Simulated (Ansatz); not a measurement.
K:

```xyz
1
Lattice="-2.6976 2.6976 2.6976 2.6976 -2.6976 2.6976 2.6976 2.6976 -2.6976" Properties=species:S:1:pos:R:3 pbc="T T T"
K     0.0000    0.0000    0.0000
```

```yaml
Program: Ansatz 0.2.0
Task: relaxation of cell and atoms
Functional: PBEsol
Potentials_or_basis: Ansatz PAW
Cutoff: "420 eV (not typed: the program's choice for these potentials)"
k_mesh: 7 × 7 × 7
Occupations: fermi-dirac, width 0.05 eV
Spin: no spin polarisation
```

At the start: volume 78.52 Å³/atom.

Question: How do energy, volume and symmetry change on relaxing?

Answer: It ends after 5 steps and the volume is 70.96 Å³/atom (-9.6 %); space group Im-3m (No. 229, to 0.05 Å).

Step by step:
| step | energy change (eV) | largest force (eV/Å) | volume (Å³) |
| --- | --- | --- | --- |
| 1 | 0.0000 | 0.0000 | 78.52 |
| 2 | -0.0014 | 0.0000 | 77.76 |
| 3 | -0.0081 | 0.0000 | 69.74 |
| 4 | -0.0083 | 0.0000 | 70.96 |
| 5 | -0.0083 | 0.0000 | 70.96 |

Final structure:
```
K
1.0
    -2.60803    2.60803    2.60803
     2.60803   -2.60803    2.60803
     2.60803    2.60803   -2.60803
K
1
Direct
  0.00000 0.00000 0.00000
```

Caveat: the plane-wave basis is chosen anew once the cell has moved, so the energies of steps on either side of that aren't comparable; the PAW data sets come from PBE, with cores solved anew for the run's functional, which leaves a small shift of forces and pressure.
